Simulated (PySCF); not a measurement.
# Isomerisation enthalpies of C4H8

**What was measured.**

CRC Handbook of Chemistry and Physics lists, for the gas at 298.15 K: enthalpy of formation of `C=C(C)C` -16.9 kJ/mol; enthalpy of formation of `C/C=C\C` -7.1 kJ/mol; enthalpy of formation of `C=CCC` (1-butene) 0.1 kJ/mol; enthalpy of formation of `C1CCC1` 27.7 kJ/mol.

How close the calculation comes is told at the end.

Differences of these values give the isomerisation enthalpies. Geometries: PBE0-D3(BJ)/def2-SVP; runs in PySCF, gas phase, with a dispersion term only where the level names one. Total electronic energies (Eh):

| SMILES | PBE0-D3(BJ)/def2-SVP |
| --- | --- |
| C=C(C)C | -156.91896 |
| C/C=C\C | -156.91689 |
| C=CCC | -156.91253 |
| C1CCC1 | -156.91262 |

Zero-point and thermal terms are left out, so the computed numbers are electronic energies.

## Comparison

Relative to `C=C(C)C`, the lowest by measurement, in kJ/mol (measured: enthalpies at 298.15 K; computed: electronic energies):

```json
{"SMILES": "C=C(C)C", "measured": "0.0", "PBE0-D3(BJ)/def2-SVP": "0.0"}
{"SMILES": "C/C=C\\C", "measured": "9.8", "PBE0-D3(BJ)/def2-SVP": "5.5"}
{"SMILES": "C=CCC", "measured": "17.0", "PBE0-D3(BJ)/def2-SVP": "16.9"}
{"SMILES": "C1CCC1", "measured": "44.6", "PBE0-D3(BJ)/def2-SVP": "16.6"}
```

Measured values: -16.9 kJ/mol (298.15 K; CRC Handbook of Chemistry and Physics) for the first row; the others come from the same table. Mean unsigned miss over the other isomers: PBE0-D3(BJ)/def2-SVP 10.8 kJ/mol. One conformer stands for `C=CCC`, not necessarily the lowest, while the measurement averages over conformers. Where a level misses, the cause wasn't examined.
